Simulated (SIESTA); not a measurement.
A run of SIESTA 5.4.2 is set up as follows.

Co.fdf

```
SystemName                      Co
SystemLabel                     Co
NumberOfSpecies                 1
NumberOfAtoms                   2
%block ChemicalSpeciesLabel
  1  27 Co
%endblock ChemicalSpeciesLabel
%include structure.fdf

%block kgrid.MonkhorstPack
   12   0   0  0.0
    0  12   0  0.0
    0   0   7  0.0
%endblock kgrid.MonkhorstPack
XC.Functional                   VDW
XC.Authors                      DRSLL
PAO.BasisSize                   DZ
PAO.EnergyShift                 0.01 Ry
Mesh.Cutoff                     800 Ry
Spin                            polarized
%block DM.InitSpin
    1   2.000
    2   2.000
%endblock DM.InitSpin
Spin.Fix                        true
Spin.Total                      2.00
DFTU.ProjectorGenerationMethod  1
%block DFTU.Proj
  Co 1
  n=3 2
  1.00 0.00
  0.0
%endblock DFTU.Proj
DFTU.FirstIteration             true
OccupationFunction              FD
ElectronicTemperature           0.05 eV
MaxSCFIterations                200
SCF.MustConverge                false
SCF.Mixer.Method                Pulay
SCF.Mixer.Weight                0.1
SCF.Mixer.History               10
SCF.DM.Tolerance                5.0e-05
SCF.H.Tolerance                 1.0e-03 eV
WriteForces                     true
Charge.Mulliken                 end
Charge.Hirshfeld                end
Charge.Voronoi                  end
SaveRho                         true
SaveElectrostaticPotential      true
BandLinesScale                  ReciprocalLatticeVectors
%block BandLines
    1    0.000000   0.000000   0.000000  \Gamma
   11    0.500000   0.000000   0.000000  M
    7    0.333333   0.333333   0.000000  K
   13    0.000000   0.000000   0.000000  \Gamma
    6    0.000000   0.000000   0.500000  A
   11    0.500000   0.000000   0.500000  L
    7    0.333333   0.333333   0.500000  H
   13    0.000000   0.000000   0.500000  A
    1    0.500000   0.000000   0.500000  L
    6    0.500000   0.000000   0.000000  M
    1    0.333333   0.333333   0.000000  K
    6    0.333333   0.333333   0.500000  H
%endblock BandLines
```

Contents of structure.fdf:

```
LatticeConstant                 1.0 Ang
%block LatticeVectors
     2.4042394843     0.0000000000     0.0000000000
    -1.2021197421     2.0821324701     0.0000000000
     0.0000000000     0.0000000000     3.9109198008
%endblock LatticeVectors
AtomicCoordinatesFormat         Fractional
%block AtomicCoordinatesAndAtomicSpecies
     0.6666666667     0.3333333333     0.7500000000  1  Co
     0.3333333333     0.6666666667     0.2500000000  1  Co
%endblock AtomicCoordinatesAndAtomicSpecies
```

Potentials or basis: PseudoDojo 0.4 standard (PBE files), DZ (energy shift 0.01 Ry).

The run is started by

```bash
$ siesta < Co.fdf > Co.out 2>&1
```

Task: Estimate the pressure.

Result: -16.6 GPa.

Stress tensor (GPa, compression positive):
```
-16.31   0.00   0.00
  0.00 -16.30   0.00
  0.00   0.00 -17.21
```

Caveat: the basis has no polarisation orbitals; the moment is held away from its start; semicore shells carry a single zeta, which can move pressures by several GPa and volumes by a few percent; the potentials were made for another functional, which shifts forces and pressure; the basis of atomic orbitals isn't converged, which shifts pressures, moduli and gaps; the total moment is fixed, so each spin has its own Fermi level; the U is typed as a test and isn't derived for this compound. The state reached can hang on the start; a lower one may exist.
